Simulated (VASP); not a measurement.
# W in VASP: a series of runs

The runs below take W through single point, relaxation of the atoms, with PBE.

All numbers are computed with VASP 6.6.1; they aren't measurements. Logs are shortened: lines on timing, memory, paths and dates and some standing lists are left out, and cuts for length are marked.

## 1. Starting point

The cell holds a slab with vacuum, 6 atoms: a = 3.185 Å, b = 5.281 Å, c = 20.035 Å, α = 90.00°, β = 90.00°, γ = 107.55°.

The slab is cut from a database's or a generator's crystal, which needn't be the stable form of the element.

## 2. Single point, PBE

INCAR reads:

```
PREC     = Accurate       # precision mode
ENCUT    = 520            # plane-wave cutoff, eV
EDIFF    = 1E-7           # SCF threshold, eV
ISMEAR   = 1              # smearing method
SIGMA    = 0.1            # smearing width, eV
LREAL    = False          # projectors in reciprocal space
LASPH    = True           # aspherical terms in the spheres
NELM     = 80             # most SCF steps
ALGO     = Normal         # electronic algorithm
ISIF     = 2              # what is computed and relaxed
LWAVE    = False          # write WAVECAR
LCHARG   = False          # write CHGCAR
LDIPOL   = True         
IDIPOL   = 3            
DIPOL    = 0.5 0.5 0.500
GGA      = PE             # functional
NBANDS   = 51             # bands
LVHAR    = True         
LVACPOTAV= True         
ICORELEVEL= 1            
KPAR     = 4
```

KPOINTS reads:

```
Automatic mesh
0
Gamma
  13 8 1
```

POSCAR reads:

```
W
1.0
    3.1846120000      0.0000000000      0.0000000000
   -1.5923060000      5.0353136900      0.0000000000
    0.0000000000      0.0000000000     20.0353136900
W
6
Direct
    0.3000000000      0.6000000000      0.3743390400
    0.6000000000      0.2000000000      0.4246034200
    0.9000000000      0.8000000000      0.4748678100
    0.2000000000      0.4000000000      0.5251321900
    0.5000000000      0.0000000000      0.5753965800
    0.8000000000      0.6000000000      0.6256609600
```

Potentials or basis: VASP PAW PBE potentials, release 64 (W_sv).

Command:

```
$ cat potpaw_PBE.64/W_sv/POTCAR > POTCAR
$ mpirun -np 4 vasp_std > vasp.out
```

OUTCAR:

```text
PREC = Accurate
   ENCUT = 520
   EDIFF = 1E-7
   ISMEAR = 1
   LREAL = False
   LASPH = True
   NELM = 80
   ISIF = 2
   GGA = PE

 ion  position               nearest neighbor table
   1  0.300  0.600  0.374-   2 2.76   2 2.76   3 2.76   3 2.76   4 3.18   2 3.18
   2  0.600  0.200  0.425-   1 2.76   1 2.76   4 2.76   4 2.76   3 2.76   3 2.76   1 3.18   3 3.18
                             5 3.18
   3  0.900  0.800  0.475-   4 2.76   4 2.76   1 2.76   1 2.76   5 2.76   5 2.76   2 2.76   2 2.76
                             6 3.18   4 3.18   2 3.18
   4  0.200  0.400  0.525-   3 2.76   3 2.76   6 2.76   6 2.76   2 2.76   2 2.76   5 2.76   5 2.76
                             1 3.18   3 3.18   5 3.18
   5  0.500  0.000  0.575-   6 2.76   6 2.76   3 2.76   3 2.76   4 2.76   4 2.76   6 3.18   4 3.18
                             2 3.18
   6  0.800  0.600  0.626-   5 2.76   5 2.76   4 2.76   4 2.76   3 3.18   5 3.18

  LATTYP: Found a base centered orthorhombic cell.
 ALAT       =     3.1846120000
 B/A-ratio  =     3.1622776589
 C/A-ratio  =     6.2912887630

  Lattice vectors:

 A1 = (   1.5923060000,  -5.0353136900,   0.0000000000)
 A2 = (   1.5923060000,   5.0353136900,   0.0000000000)
 A3 = (   0.0000000000,   0.0000000000,  20.0353136900)

Analysis of symmetry for initial positions (statically):
=====================================================================
 Subroutine PRICEL returns:
 Original cell was already a primitive cell.

 Routine SETGRP: Setting up the symmetry group for a
 base centered orthorhombic supercell.

 Subroutine GETGRP returns: Found  4 space group operations
 (whereof  2 operations were pure point group operations)
 out of a pool of  8 trial point group operations.

The static configuration has the point symmetry C_1h.
 The point group associated with its full space group is C_2h.

Analysis of symmetry for dynamics (positions and initial velocities):
=====================================================================
 Subroutine PRICEL returns:
 Original cell was already a primitive cell.

 Routine SETGRP: Setting up the symmetry group for a
 base centered orthorhombic supercell.

 Subroutine GETGRP returns: Found  4 space group operations
 (whereof  2 operations were pure point group operations)
 out of a pool of  8 trial point group operations.

The dynamic configuration has the point symmetry C_1h.
 The point group associated with its full space group is C_2h.

 Subroutine INISYM returns: Found  4 space group operations
 (whereof  2 operations are pure point group operations),
 and found     1 'primitive' translations

----------------------------------------------------------------------------------------

                                     Primitive cell

[... 144 lines left out ...]
   LORBIT       =      0    0 simple, 1 ext, 2 COOP (PROOUT), +10 PAW based schemes
   GGA     = PE    functional components
   LHFCALC =     F    Hartree Fock is set to
   AEXX    =    0.0000 exact exchange contribution
   IVDW    =     0    specifies the selected vdW correction
   LEPSILON=     F    determine dielectric tensor
   LRPA    =     F    only Hartree local field effects (RPA)
 non-spin polarized calculation
 Methfessel and Paxton  Order N= 1 SIGMA  =   0.10
  energy-cutoff  :      520.00
  volume of cell :      321.28
 maximum number of plane-waves:      8693
   NGX = 11   NGY = 19   NGZ = 75

 number of electron      84.0000003 magnetization

 dipolmoment           0.000000      0.000000      0.000000 electrons x Angstroem

 Free energy of the ion-electron system (eV)
  ---------------------------------------------------
  ext. energy  EPLUGINS =         0.00000000
  ---------------------------------------------------
  free energy    TOTEN  =       -69.49536573 eV

  energy without entropy =      -69.49435816  energy(sigma->0) =      -69.49502987

 the core state eigenenergies are
   1-  1s -69462.9579  2s -11983.4430  2p -10477.0543  3s  -2756.0132  3p  -2310.1267
       3d  -1798.0882  4s   -564.4229  4p   -418.2049  4d   -233.0787  4f    -27.9582

   2-  1s -69462.7534  2s -11983.2825  2p -10476.8907  3s  -2755.8660  3p  -2309.9793
       3d  -1797.9414  4s   -564.2942  4p   -418.0785  4d   -232.9561  4f    -27.8444
[... 10 lines left out ...]
   6-  1s -69462.9579  2s -11983.4430  2p -10477.0543  3s  -2756.0132  3p  -2310.1267
       3d  -1798.0882  4s   -564.4229  4p   -418.2049  4d   -233.0787  4f    -27.9582

 E-fermi :   0.5665     XC(G=0):  -5.3361

 val. band max:        0.5629524054   @ k =  -0.3846   0.1250   0.0000
 cond. band min:       0.5664595898   @ k =  -0.3846   0.2500   0.0000
 fundamental gap:      0.0035071845
 Fermi energy:         0.5664548650

 k-point     1 :       0.0000    0.0000    0.0000
  band No.  band energies     occupation
      1     -73.6274      2.00000
      2     -73.6010      2.00000
      3     -73.5490      2.00000
      4     -73.5001      2.00000
      5     -73.4841      2.00000
      6     -73.4708      2.00000
[... 1285 lines left out ...]
     50       2.7424      0.00000
     51       2.8583      0.00000

 [... further k-points ...]

------------------------ aborting loop because EDIFF is reached ----------------------------------------

  FORCE on cell =-STRESS in cart. coord.  units (eV):
  Direction    XX          YY          ZZ          XY          YZ          ZX
  --------------------------------------------------------------------------------------
  -------------------------------------------------------------------------------------
  Total      -14.5512754    -13.6198859     -8.1771733      0.0000000     -0.7444418      0.0000000
  in kB      -72.5658751    -67.9211214    -40.7788129      0.0000000     -3.7124628      0.0000000
  external PRESSURE =     -60.4219365 kB  Pullay stress =       0.0000000 kB

 VOLUME and BASIS-vectors are now :
 -----------------------------------------------------------------------------
  energy-cutoff  :      520.00
  volume of cell :      321.28
      direct lattice vectors                 reciprocal lattice vectors
     3.184612000  0.000000000  0.000000000     0.314009996  0.099298679  0.000000000
    -1.592306000  5.035313690  0.000000000     0.000000000  0.198597359  0.000000000
     0.000000000  0.000000000 20.035313690     0.000000000  0.000000000  0.049911871

 POSITION                                       TOTAL-FORCE (eV/Angst)
 -----------------------------------------------------------------------------------
     -0.00000      3.02119      7.50000         0.000000     -0.203860      2.060148
      1.59231      1.00706      8.50706        -0.000000      0.633412     -0.494959
      1.59231      4.02825      9.51413        -0.000000     -0.142182     -0.761142
      0.00000      2.01413     10.52119         0.000000      0.142182      0.761142
      1.59231      0.00000     11.52825         0.000000     -0.633412      0.494959
      1.59231      3.02119     12.53531        -0.000000      0.203860     -2.060148
 -----------------------------------------------------------------------------------
    total drift:                               -0.000002     -0.000005      0.000003

  FREE ENERGIE OF THE ION-ELECTRON SYSTEM (eV)
  ---------------------------------------------------
  free  energy   TOTEN  =       -69.4953657312 eV

  energy  without entropy=      -69.4943581566  energy(sigma->0) =      -69.49502987

 vacuum level on the upper side and lower side of the slab         4.688         4.688
```

stdout:

```text
POSCAR found type information on POSCAR W
 POSCAR found :  1 types and       6 ions
 scaLAPACK will be used
 LDA part: xc-table for (Slater+PW92), standard interpolation
[... 33 lines left out ...]
|                                                                             |
|     Did not find any points to average over, which means that no vacuum     |
|     field-free region was found. Please increase the size of  your cell     |
|     in the dimension of the dipole correction to obtain accurate            |
|     workfunction values.                                                    |
|                                                                             |
 -----------------------------------------------------------------------------
```

It took 3.8 min on 4 MPI ranks of Intel Xeon 6975P-C (Granite Rapids), shared host; peak memory 0.75 GiB.

Results:

```yaml
Free_energy: -69.4954 eV
Largest_force: 2.070 eV/Å
Band_gap_on_the_k_mesh: none (metal or under the smearing width)
Work_function_of_the_upper_face: 4.12 eV
Work_function_of_the_lower_face: 4.12 eV
```

Forces in eV/Å, atoms in the order of the input:
```
W    0.000 -0.204  2.060
W    0.000  0.633 -0.495
W    0.000 -0.142 -0.761
W    0.000  0.142  0.761
W    0.000 -0.633  0.495
W    0.000  0.204 -2.060
```

Core levels (eV, on the scale of the bands):
| atom | levels |
| --- | --- |
| 1 W | 1s -69463.0, 2s -11983.4, 2p -10477.1, 3s -2756.0, 3p -2310.1, 3d -1798.1, 4s -564.4, 4p -418.2, 4d -233.1, 4f -28.0 |
| 2 W | 1s -69462.8, 2s -11983.3, 2p -10476.9, 3s -2755.9, 3p -2310.0, 3d -1797.9, 4s -564.3, 4p -418.1, 4d -233.0, 4f -27.8 |
| 3 W | 1s -69462.6, 2s -11983.2, 2p -10476.8, 3s -2755.8, 3p -2309.9, 3d -1797.9, 4s -564.2, 4p -418.0, 4d -232.9, 4f -27.8 |
| 4 W | 1s -69462.6, 2s -11983.2, 2p -10476.8, 3s -2755.8, 3p -2309.9, 3d -1797.9, 4s -564.2, 4p -418.0, 4d -232.9, 4f -27.8 |
| 5 W | 1s -69462.8, 2s -11983.3, 2p -10476.9, 3s -2755.9, 3p -2310.0, 3d -1797.9, 4s -564.3, 4p -418.1, 4d -233.0, 4f -27.8 |
| 6 W | 1s -69463.0, 2s -11983.4, 2p -10477.1, 3s -2756.0, 3p -2310.1, 3d -1798.1, 4s -564.4, 4p -418.2, 4d -233.1, 4f -28.0 |

The run has no spin-orbit coupling, so splittings on W are missing.

## 3. Relaxation of the atoms, PBE

INCAR reads:

```
SYSTEM = W
  PREC = Accurate
  ENCUT = 520
  EDIFF = 1E-6
  ISMEAR = 1
  SIGMA = 0.1
  LREAL = .False.
  LASPH = .True.
  NELM = 80
  ALGO = Normal
  ISIF = 2
  LWAVE = .False.
  LCHARG = .False.
  LDIPOL = .True.
  IDIPOL = 3
  DIPOL = 0.5 0.5 0.500
  GGA = PE
  IBRION = 2
  NSW = 80
  EDIFFG = -0.02
  KPAR = 4
```

KPOINTS reads:

```
Automatic mesh
0
Gamma
  13 8 1
  0 0 0
```

POSCAR is that of step 2.

Potentials or basis: VASP PAW PBE potentials, release 64 (W_sv).

Command:

```
$ cat potpaw_PBE.64/W_sv/POTCAR > POTCAR
$ mpirun -np 4 vasp_std > vasp.out
```

Run time: 18 min. Hardware: 4 MPI ranks of Intel Xeon 6975P-C (Granite Rapids), shared host; peak memory 0.81 GiB.

Results (log left out):

* Free energy: -70.0271 eV
* Energy gained by relaxing: 88.6 meV/atom
* Ionic steps: 15
* Largest force after relaxing: 0.009 eV/Å
* Band gap on the k mesh: none (metal or under the smearing width)

Forces in eV/Å, atoms in the order of the input:
```
W    0.000 -0.002 -0.004
W    0.000  0.005  0.008
W    0.000 -0.001 -0.005
W    0.000  0.001  0.005
W    0.000 -0.005 -0.008
W    0.000  0.002  0.004
```

The path:
| step | energy change (eV) | largest force (eV/Å) | pressure (GPa) |
| --- | --- | --- | --- |
| 1 | 0.0000 | 2.0702 | -6.04 |
| 2 | -0.3810 | 1.0138 | -4.38 |
| 3 | -0.4494 | 0.8000 | -3.17 |
| 4 | -0.4500 | 0.8653 | -3.04 |
| 5 | -0.5222 | 0.2467 | -2.14 |
| 6 | -0.5258 | 0.2595 | -1.88 |
| 7 | -0.5307 | 0.0722 | -1.64 |
| 8 | -0.5307 | 0.0701 | -1.65 |
| 9 | -0.5311 | 0.0265 | -1.67 |
| 10 | -0.5312 | 0.0334 | -1.69 |
| 11 | -0.5314 | 0.0344 | -1.68 |
| 12 | -0.5314 | 0.0395 | -1.67 |
| 13 | -0.5316 | 0.0274 | -1.66 |
| 14 | -0.5317 | 0.0207 | -1.65 |
| 15 | -0.5318 | 0.0092 | -1.64 |

Final structure:
```
W
1.0
     3.18461    0.00000    0.00000
    -1.59231    5.03531    0.00000
     0.00000    0.00000   20.03531
W
6
Direct
  0.29437 0.58874 0.38496
  0.60516 0.21032 0.42424
  0.90236 0.80472 0.47338
  0.19764 0.39528 0.52662
  0.49484 0.98968 0.57576
  0.80563 0.61126 0.61504
```

Levels at points of the mesh, in eV from the Fermi level:
| k point | band 39 | band 40 | band 41 | band 42 | band 43 | band 44 | band 45 | band 46 |
| --- | --- | --- | --- | --- | --- | --- | --- | --- |
| (0.00, 0.00, 0.00) | -1.08 | -0.96 | -0.87 | -0.30 | 0.08 | 0.27 | 0.48 | 0.75 |
| (0.00, 0.50, 0.00) | -1.41 | -0.70 | -0.45 | -0.13 | 0.18 | 0.73 | 0.75 | 0.85 |

[end of part 1 of 2]
